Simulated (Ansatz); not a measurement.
The crystal is MoS2 (layers cut from the bulk crystal).

The cell holds 3 atoms: 2 S and 1 Mo. Cell: a = 3.117 Å, b = 3.117 Å, c = 29.500 Å, α = 90.0°, β = 90.0°, γ = 120.0°. It derives from MoS2. Vacuum lies along c.

```xyz
3
Lattice="3.1169 0.0000 0.0000 -1.5585 2.6993 0.0000 0.0000 0.0000 29.5000" Properties=species:S:1:pos:R:3
S     1.9481    0.6748   13.1859
Mo   -1.1688    2.4744   14.7500
S     1.9481    0.6748   16.3141
```

The structure was relaxed with PBEsol-D3(BJ). At the settings of the band run the largest force is still 0.05 eV/Å. The runs that relaxed it are not among those shown. PAW set soft_2, made with PBE.

Gaps computed with Ansatz 0.2.0 without a self-energy: PBEsol 1.90 eV and HSE06 2.39 eV.

Question: What gap should G0W0 on PBEsol give (9×9×1 mesh, 330 empty bands, screening to 70 eV, default PAW files)?

About 2.64 eV: on its mesh the run moves the gap from 1.90 eV by +0.74 eV. A band edge moves to another state on the way. Among the scalar-relativistic levels given, HSE06 is nearest (−0.25 eV). Bands and cutoff are finite, so the gap is not at the basis limit. The miss can reach some tenths of an eV and take either sign; the mesh is an error of its own. The mesh in the plane is coarse for a sheet; gap and any exciton binding can still move on denser ones. The many-body steps are scalar-relativistic: spin-orbit coupling is not in them.

[Paths, hosts, dates, memory and timing lines, banners, echoed tables and standing remarks are left out of the program output.]

[Logs are printed without paths, hosts, clocks, repeated set-up lines and the standing remarks that a program may print on its own settings, such as how far it seeks lower states.]

[Runs of the session that timed out or met a known fault of the program may be left out.]

[Cells called generated may have been cut or substituted from an entry of the Crystallography Open Database or the Materials Project.]

[Hosts, paths, dates, database ids (printed as entryN), source tags and the programs' standing remarks are cut or masked in the printed files.]
